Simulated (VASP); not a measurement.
# Co in VASP: a series of runs

The runs below take Co through relaxation of the atoms, with LDA, PBE, PBEsol.

Program: VASP 6.6.1. These are calculated values, not measurements. Logs are shortened: lines on timing, memory, paths and dates and some standing lists are left out, and cuts for length are marked.

### Step 1. The slab as given

The cell holds a slab with vacuum, 5 atoms: a = 2.487 Å, b = 2.487 Å, c = 23.127 Å, α = 90.00°, β = 90.00°, γ = 120.00°.

The slab is cut from a database's or a generator's crystal, which needn't be the stable form of the element.

### Step 2. Relaxation of the atoms, LDA, collinear spin, ferromagnetic start

INCAR

```
SYSTEM = Co
PREC = Accurate
ENCUT = 520
EDIFF = 1E-6
ISMEAR = -1
SIGMA = 0.05
LREAL = .FALSE.
LASPH = .TRUE.
NELM = 150
ALGO = Fast
ISIF = 2
LWAVE = .FALSE.
LCHARG = .FALSE.
ISPIN = 2
MAGMOM = 2 2 2 2 2
LORBIT = 11
LMAXMIX = 4
LDIPOL = .TRUE.
IDIPOL = 3
DIPOL = 0.5 0.5 0.499
GGA = CA
IBRION = 2
NSW = 60
EDIFFG = -0.005
```

KPOINTS

```
Automatic mesh
0
G
  9 9 1
  0 0 0
```

POSCAR

```
Co
1.0
    2.4873648738      0.0000000000      0.0000000000
   -1.2436824369      2.1541211692      0.0000000000
    0.0000000000      0.0000000000     23.1265790068
Co
5
Selective dynamics
Direct
    0.6666666700      0.3333333400      0.3243021805  F F F
    0.3333333300      0.6666666600      0.4086859779  F F F
    0.6666666700      0.3333333400      0.5000000000  T T T
    0.3333333300      0.6666666600      0.5843837973  T T T
    0.6666666700      0.3333333400      0.6756978195  T T T
```

Potentials or basis: VASP PAW LDA potentials, release 64 (Co).

The run is started by

```console
$ cat potpaw_LDA.64/Co/POTCAR > POTCAR
$ mpirun -np 1 vasp_std > vasp.out
```

OUTCAR:

```text
SYSTEM = Co
   PREC = Accurate
   ENCUT = 520
   EDIFF = 1E-6
   ISMEAR = -1
   LREAL = .FALSE.
   LASPH = .TRUE.
   NELM = 150
   ISIF = 2
   ISPIN = 2
   LORBIT = 11
   GGA = CA
   IBRION = 2
   NSW = 60
   EDIFFG = -0.005

 ion  position               nearest neighbor table
   1  0.667  0.333  0.324-   2 2.42   2 2.42   2 2.42
   2  0.333  0.667  0.409-   1 2.42   1 2.42   1 2.42   3 2.55   3 2.55   3 2.55
   3  0.667  0.333  0.500-   4 2.42   4 2.42   4 2.42   2 2.55   2 2.55   2 2.55
   4  0.333  0.667  0.584-   3 2.42   3 2.42   3 2.42   5 2.55   5 2.55   5 2.55
   5  0.667  0.333  0.676-   4 2.55   4 2.55   4 2.55

  LATTYP: Found a hexagonal cell.
 ALAT       =     2.4873648738
 C/A-ratio  =     9.2976222549

  Lattice vectors:

 A1 = (   2.4873648738,   0.0000000000,   0.0000000000)
 A2 = (  -1.2436824369,   2.1541211692,   0.0000000000)
 A3 = (   0.0000000000,   0.0000000000,  23.1265790068)

Analysis of symmetry for initial positions (statically):
=====================================================================
 Subroutine PRICEL returns:
 Original cell was already a primitive cell.

 Routine SETGRP: Setting up the symmetry group for a
 hexagonal supercell.

 Subroutine GETGRP returns: Found  6 space group operations
 (whereof  6 operations were pure point group operations)
 out of a pool of 24 trial point group operations.

The static configuration has the point symmetry C_3v.

Analysis of symmetry for dynamics (positions and initial velocities):
=====================================================================
 Subroutine PRICEL returns:
 Original cell was already a primitive cell.

 Routine SETGRP: Setting up the symmetry group for a
 hexagonal supercell.

 Subroutine GETGRP returns: Found  6 space group operations
 (whereof  6 operations were pure point group operations)
 out of a pool of 24 trial point group operations.

The dynamic configuration has the point symmetry C_3v.

Analysis of constrained symmetry for selective dynamics:
=====================================================================
 Subroutine PRICEL returns:
 Original cell was already a primitive cell.

 Routine SETGRP: Setting up the symmetry group for a
 hexagonal supercell.

 Subroutine GETGRP returns: Found  6 space group operations
 (whereof  6 operations were pure point group operations)
 out of a pool of 24 trial point group operations.

The constrained configuration has the point symmetry C_3v.

[... 277 lines left out ...]

 number of electron      45.0000012 magnetization       7.7576877

------------------------ aborting loop because EDIFF is reached ----------------------------------------
[... 36 lines left out ...]
 number of electron      45.0000011 magnetization       7.7572027

------------------------ aborting loop because EDIFF is reached ----------------------------------------

 vacuum level on the upper side and lower side of the slab       (xc-potential included)        -0.114        -0.001

  FORCE on cell =-STRESS in cart. coord.  units (eV):
  Direction    XX          YY          ZZ          XY          YZ          ZX
  --------------------------------------------------------------------------------------
  -------------------------------------------------------------------------------------
  Total       -6.1409713     -6.1409713     -1.1499639      0.0000000      0.0000000      0.0000000
  in kB      -79.4011203    -79.4011203    -14.8687264      0.0000000      0.0000000      0.0000000
  external PRESSURE =     -57.8903223 kB  Pullay stress =       0.0000000 kB
[... 26 lines left out ...]
--------------------------------------- Ionic step       16  -------------------------------------------

 number of electron      45.0000012 magnetization       7.7565554

 dipolmoment           0.000000      0.000000     -0.001381 electrons x Angstroem

 Free energy of the ion-electron system (eV)
  ---------------------------------------------------
  ext. energy  EPLUGINS =         0.00000000
  ---------------------------------------------------
  free energy    TOTEN  =       -38.68535941 eV

  energy without entropy =      -38.64486697  energy(sigma->0) =      -38.66511319

 E-fermi :   1.4225     XC(G=0):  -6.7544

 val. band max:        1.4150027988   @ k =   0.0000   0.0000   0.0000
 cond. band min:       1.4249468523   @ k =   0.4444   0.1111   0.0000
 fundamental gap:      0.0099440535
 Fermi energy:         1.4225327631

 spin component 1

 k-point     1 :       0.0000    0.0000    0.0000
  band No.  band energies     occupation
      1      -7.4060      1.00000
      2      -6.4169      1.00000
      3      -4.9954      1.00000
      4      -4.0031      1.00000
      5      -3.7917      1.00000
      6      -1.2200      1.00000
[... 409 lines left out ...]
     31       7.5736      0.00000
     32       7.6868      0.00000
 Fermi energy:         1.4225327631

 spin component 2

 k-point     1 :       0.0000    0.0000    0.0000
  band No.  band energies     occupation
      1      -7.2296      1.00000
      2      -6.2214      1.00000
      3      -4.7255      1.00000
      4      -3.4271      1.00000
      5      -2.9653      1.00000
      6       0.0595      1.00000
[... 409 lines left out ...]
     31       8.2618      0.00000
     32       8.3534      0.00000

------------------------ aborting loop because EDIFF is reached ----------------------------------------

 vacuum level on the upper side and lower side of the slab       (xc-potential included)        -0.101         0.003

  FORCE on cell =-STRESS in cart. coord.  units (eV):
  Direction    XX          YY          ZZ          XY          YZ          ZX
  --------------------------------------------------------------------------------------
  -------------------------------------------------------------------------------------
  Total       -6.1333824     -6.1333824     -1.1450010      0.0000000      0.0000000      0.0000000
  in kB      -79.3029984    -79.3029984    -14.8045575      0.0000000      0.0000000      0.0000000
  external PRESSURE =     -57.8035181 kB  Pullay stress =       0.0000000 kB
[... 20 lines left out ...]
  FREE ENERGIE OF THE ION-ELECTRON SYSTEM (eV)
  ---------------------------------------------------
  free  energy   TOTEN  =       -38.6853594117 eV

  energy  without entropy=      -38.6448669686  energy(sigma->0) =      -38.66511319

 reached required accuracy - stopping structural energy minimisation

 vacuum level on the upper side and lower side of the slab         6.642         6.745

 total charge

# of ion       s       p       d       tot
------------------------------------------
    1        0.489   0.407   7.267   8.163
    2        0.501   0.549   7.313   8.363
    3        0.507   0.551   7.327   8.385
    4        0.510   0.568   7.329   8.407
    5        0.499   0.426   7.290   8.216
--------------------------------------------------
tot          2.507   2.502  36.526  41.535

 magnetization (x)

# of ion       s       p       d       tot
------------------------------------------
    1       -0.010  -0.025   1.675   1.640
    2       -0.016  -0.042   1.588   1.530
    3       -0.013  -0.040   1.486   1.433
    4       -0.016  -0.042   1.572   1.514
    5       -0.010  -0.024   1.648   1.613
--------------------------------------------------
tot         -0.064  -0.174   7.968   7.731
```

CONTCAR:

```text
Co
   1.00000000000000
     2.4873648737999998    0.0000000000000000    0.0000000000000000
    -1.2436824368999999    2.1541211692000002    0.0000000000000000
     0.0000000000000000    0.0000000000000000   23.1265790068000001
  Co
     5
Selective dynamics
Direct
     0.6666666699999979    0.3333333400000029    0.3243021804999984   F   F   F
     0.3333333300000021    0.6666666599999971    0.4086859778999994   F   F   F
     0.6666666699999979    0.3333333400000029    0.4921232948877213   T   T   T
     0.3333333300000021    0.6666666599999971    0.5759856099357603   T   T   T
     0.6666666699999979    0.3333333400000029    0.6567639673621586   T   T   T

  0.00000000E+00  0.00000000E+00  0.00000000E+00
  0.00000000E+00  0.00000000E+00  0.00000000E+00
  0.00000000E+00  0.00000000E+00  0.00000000E+00
  0.00000000E+00  0.00000000E+00  0.00000000E+00
  0.00000000E+00  0.00000000E+00  0.00000000E+00
```

Wall time 13 min (1 thread of Intel Xeon 6975P-C (Granite Rapids), shared host); peak memory 0.24 GiB.

What came out:

```yaml
Free_energy: -38.6854 eV
Energy_gained_by_relaxing: 51.9 meV/atom
Ionic_steps: 16
Band_gap_on_the_k_mesh: none (metal or under the smearing width)
Net_moment: 7.76 μB per cell
Site_moments: Co +1.64, +1.53, +1.43, +1.51, +1.61 μB
Valence_electrons_inside_the_program's_atomic_spheres: Co 8.16, 8.36, 8.38, 8.41, 8.22
```

The path:
| step | energy change (eV) | largest force (eV/Å) | pressure (GPa) |
| --- | --- | --- | --- |
| 1 | 0.0000 | 1.1518 | -9.66 |
| 2 | -0.0856 | 0.9260 | -9.43 |
| 3 | -0.1319 | 0.6285 | -8.56 |
| 4 | -0.1325 | 0.6329 | -8.70 |
| 5 | -0.1514 | 0.6322 | -8.44 |
| 6 | -0.1946 | 0.6332 | -7.59 |
| 7 | -0.2049 | 0.8249 | -5.68 |
| 8 | -0.2143 | 0.6398 | -6.54 |
| 9 | -0.2329 | 0.6269 | -6.44 |
| 10 | -0.2495 | 0.5951 | -6.13 |
| 11 | -0.2588 | 0.6242 | -5.83 |
| 12 | -0.2589 | 0.6027 | -5.85 |
| 13 | -0.2597 | 0.5682 | -5.81 |
| 14 | -0.2597 | 0.5684 | -5.79 |
| 15 | -0.2597 | 0.5697 | -5.79 |
| 16 | -0.2597 | 0.5688 | -5.78 |

Final structure:
```yaml
crystal:
  lattice:
    - [2.48736, 0.00000, 0.00000]
    - [-1.24368, 2.15412, 0.00000]
    - [0.00000, 0.00000, 23.12658]
  atoms:
    - { symbol: Co, position: [0.66667, 0.33333, 0.32430] }
    - { symbol: Co, position: [0.33333, 0.66667, 0.40869] }
    - { symbol: Co, position: [0.66667, 0.33333, 0.49212] }
    - { symbol: Co, position: [0.33333, 0.66667, 0.57599] }
    - { symbol: Co, position: [0.66667, 0.33333, 0.65676] }
```

### Step 3. Relaxation of the atoms, PBE, collinear spin, ferromagnetic start

INCAR: that of step 2 with these lines changed.

```diff
@@ -20,3 +20,3 @@
 DIPOL = 0.5 0.5 0.499
-GGA = CA
+GGA = PE
 IBRION = 2
```

KPOINTS is that of step 2.

POSCAR is that of step 2.

Potentials or basis: VASP PAW PBE potentials, release 64 (Co).

The run is started by

```console
$ cat potpaw_PBE.64/Co/POTCAR > POTCAR
$ mpirun -np 1 vasp_std > vasp.out
```

Run time: 17 min. Hardware: 1 thread of Intel Xeon 6975P-C (Granite Rapids), shared host; peak memory 0.31 GiB.

It converged, with:

* Free energy: -33.7708 eV
* Energy gained by relaxing: 15.1 meV/atom
* Ionic steps: 17
* Band gap on the k mesh: none (metal or under the smearing width)
* Net moment: 8.00 μB per cell
* Site moments: Co +1.68, +1.59, +1.54 μB
* Valence electrons inside the program's atomic spheres: Co 8.15, 8.30, 8.27

Step by step:
| step | energy change (eV) | largest force (eV/Å) | pressure (GPa) |
| --- | --- | --- | --- |
| 1 | 0.0000 | 0.8931 | -2.41 |
| 2 | -0.0516 | 0.4087 | -2.39 |
| 3 | -0.0645 | 0.1852 | -2.17 |
| 4 | -0.0645 | 0.1869 | -2.19 |
| 5 | -0.0665 | 0.1994 | -2.09 |
| 6 | -0.0684 | 0.2213 | -1.90 |
| 7 | -0.0685 | 0.2278 | -1.84 |
| 8 | -0.0704 | 0.2128 | -1.79 |
| 9 | -0.0714 | 0.1914 | -1.70 |
| 10 | -0.0730 | 0.1570 | -1.62 |
| 11 | -0.0750 | 0.0710 | -1.44 |
| 12 | -0.0751 | 0.0428 | -1.38 |
| 13 | -0.0753 | 0.0430 | -1.33 |
| 14 | -0.0752 | 0.0435 | -1.30 |
| 15 | -0.0753 | 0.0435 | -1.30 |
| 16 | -0.0753 | 0.0469 | -1.29 |
| 17 | -0.0753 | 0.0460 | -1.30 |

Final structure:
```cif
data_structure
_symmetry_space_group_name_H-M 'P 1'
_symmetry_Int_Tables_number 1
_cell_length_a 2.4874
_cell_length_b 2.4874
_cell_length_c 23.1266
_cell_angle_alpha 90.000
_cell_angle_beta 90.000
_cell_angle_gamma 120.000
_cell_volume 123.91
loop_
_atom_site_label
_atom_site_type_symbol
_atom_site_fract_x
_atom_site_fract_y
_atom_site_fract_z
_atom_site_occupancy
Co1 Co 0.66667 0.33333 0.32430 1
Co2 Co 0.33333 0.66667 0.40869 1
Co3 Co 0.66667 0.33333 0.49656 1
Co4 Co 0.33333 0.66667 0.58437 1
Co5 Co 0.66667 0.33333 0.66904 1
```

Levels at points of the mesh, in eV from the Fermi level:
Spin up:
| k point | band 22 | band 23 | band 24 | band 25 | band 26 | band 27 | band 28 | band 29 | band 30 | band 31 |
| --- | --- | --- | --- | --- | --- | --- | --- | --- | --- | --- |
| (0.00, 0.00, 0.00) | -1.50 | -1.50 | -1.09 | -1.09 | -0.90 | -0.90 | -0.83 | -0.83 | -0.52 | 0.21 |
Spin down:
```csv
k point,band 14,band 15,band 16,band 17,band 18,band 19,band 20,band 21,band 22,band 23
"(0.00, 0.00, 0.00)",-0.92,-0.92,-0.78,-0.78,-0.66,-0.66,-0.17,0.02,0.02,0.23
```

### Step 4. Relaxation of the atoms, PBEsol, collinear spin, ferromagnetic start

INCAR: that of step 3 with these lines changed.

```diff
@@ -20,3 +20,3 @@
 DIPOL = 0.5 0.5 0.499
-GGA = PE
+GGA = PS
 IBRION = 2
```

KPOINTS is that of step 3.

POSCAR is that of step 3.

The run is started by

```console
$ cat potpaw_PBE.64/Co/POTCAR > POTCAR
$ mpirun -np 1 vasp_std > vasp.out
```

Run time: 21 min. Hardware: 1 thread of Intel Xeon 6975P-C (Granite Rapids), shared host; peak memory 0.3 GiB.

Results (log left out):

* Free energy: -36.9785 eV
* Energy gained by relaxing: 30.6 meV/atom
* Ionic steps: 21
* Band gap on the k mesh: none (metal or under the smearing width)
* Net moment: 7.94 μB per cell
* Site moments: Co +1.68, +1.58, +1.50, +1.57, +1.67 μB
* Valence electrons inside the program's atomic spheres: Co 8.15, 8.33, 8.35, 8.18

Step by step:
```tsv
step	energy change (eV)	largest force (eV/Å)	pressure (GPa)
1	0.0000	0.8942	-6.47
2	-0.0663	0.6872	-6.33
3	-0.0926	0.3351	-5.82
4	-0.0929	0.3307	-5.89
5	-0.1015	0.3324	-5.70
6	-0.1184	0.3517	-5.09
7	-0.1058	0.5973	-3.66
8	-0.1215	0.3934	-4.71
9	-0.1289	0.3402	-4.64
10	-0.1390	0.3750	-4.46
11	-0.1402	0.4158	-4.35
12	-0.1489	0.3113	-4.18
13	-0.1525	0.2911	-3.95
14	-0.1530	0.2848	-3.89
15	-0.1530	0.2856	-3.88
16	-0.1531	0.2863	-3.88
17	-0.1531	0.2869	-3.87
18	-0.1531	0.2864	-3.86
19	-0.1531	0.2859	-3.83
20	-0.1531	0.2853	-3.83
21	-0.1531	0.2850	-3.82
```

Final structure:
```yaml
crystal:
  lattice:
    - [2.48736, 0.00000, 0.00000]
    - [-1.24368, 2.15412, 0.00000]
    - [0.00000, 0.00000, 23.12658]
  atoms:
    - { symbol: Co, position: [0.66667, 0.33333, 0.32430] }
    - { symbol: Co, position: [0.33333, 0.66667, 0.40869] }
    - { symbol: Co, position: [0.66667, 0.33333, 0.49400] }
    - { symbol: Co, position: [0.33333, 0.66667, 0.57957] }
    - { symbol: Co, position: [0.66667, 0.33333, 0.66209] }
```

Levels at points of the mesh, in eV from the Fermi level:
Spin up:
```
           k point  band 24  band 25  band 26  band 27  band 28  band 29
(0.00, 0.00, 0.00)    -1.02    -1.02    -0.82    -0.82    -0.73    -0.73
```
Spin down:
| k point | band 15 | band 16 | band 17 | band 18 | band 19 | band 20 | band 21 | band 22 |
| --- | --- | --- | --- | --- | --- | --- | --- | --- |
| (0.00, 0.00, 0.00) | -0.93 | -0.80 | -0.80 | -0.66 | -0.66 | -0.12 | -0.06 | -0.06 |

Caveat: the PAW data sets were made with another functional, which shifts forces and pressure a little.

### Step 5. Overview

```tsv
level	potentials or basis	gap on the mesh (eV)	moment (μB)
LDA	VASP PAW LDA potentials, release 64 (Co)	none	7.76
PBE	VASP PAW PBE potentials, release 64 (Co)	none	8.00
PBEsol	VASP PAW PBE potentials, release 64 (Co)	none	7.94
```

Alike in all rows: task relaxation of the atoms; spin collinear, ferromagnetic start; cell atoms relaxed; k mesh 9 × 9 × 1; cutoff (eV) 520; smearing fermi-dirac 0.05 eV.

Caveats: the PAW data sets were made with another functional, which shifts forces and pressure a little (some runs).

Absolute energies hang on the potentials; compare differences alone.
